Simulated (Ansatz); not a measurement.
**Field gradients at the nuclei in Si₃N₄ under strain**

The cell is a structure deposited in the COD, relaxed with PBE at fixed cell and then changed (z compressed by 3 %, ions relaxed).

```
Si N
1.0
     7.59500    0.00000    0.00000
    -3.79750    6.57746    0.00000
     0.00000    0.00000    2.81523
Si N
6 8
Direct
  0.76562 0.17320 0.32563
  0.59242 0.76562 0.82563
  0.82680 0.59242 0.32563
  0.23438 0.82680 0.82563
  0.40758 0.23438 0.32563
  0.17320 0.40758 0.82563
  0.02596 0.32927 0.32563
  0.69668 0.02596 0.82563
  0.67073 0.69668 0.32563
  0.97404 0.67073 0.82563
  0.30332 0.97404 0.32563
  0.32927 0.30332 0.82563
  0.33333 0.66667 0.82563
  0.66667 0.33333 0.32563
```

Atoms are numbered from 1 in the order listed; like atoms form one site, named after its first atom.

Method: Kohn–Sham DFT in Ansatz, PBE, plane waves and PAW, scalar-relativistic, 420 eV cutoff, Γ-centred 4×4×10 k-points, Fermi–Dirac smearing 0.02 eV.

C_Q = eQV_zz/h, which is 24.18 MHz for Q = 1 b and V_zz = 10²¹ V/m²; η = (V_xx − V_yy)/V_zz. Directions are in the Cartesian axes of the cell vectors above, for the atom listed; none is given where the gradient is under 0.02 or η is above 0.95.

```json
{"site": "Si", "first atom": "1", "first shell": "4 N at 1.71–1.72 Å", "V_zz (10²¹ V/m²)": "1.03", "η": "0.45", "direction of V_zz (x, y, z)": "0.78 0.62 0.00"}
{"site": "N7", "first atom": "7", "first shell": "3 Si at 1.71–1.72 Å", "V_zz (10²¹ V/m²)": "-4.53", "η": "0.16", "direction of V_zz (x, y, z)": "-0.54 0.84 0.00"}
{"site": "N13", "first atom": "13", "first shell": "3 Si at 1.72 Å", "V_zz (10²¹ V/m²)": "-4.77", "η": "0.00", "direction of V_zz (x, y, z)": "0.00 0.00 1.00"}
```

An axis of threefold or higher order runs through N13, so V_zz lies along it and η is zero. At N7 V_zz stands upright on the plane through its three neighbours (within 3°).

At this changed cell the PBE pressure is 15 GPa.

The relaxation (5 steps) took 17 s of wall time (65 s of CPU time) and 0.56 GiB at its peak, on 4 threads of Arm Neoverse V1 (aarch64; 8 cores open to the job, memory cap 8.0 GiB, no GPU), a shared host with a load of 0.8 a core.
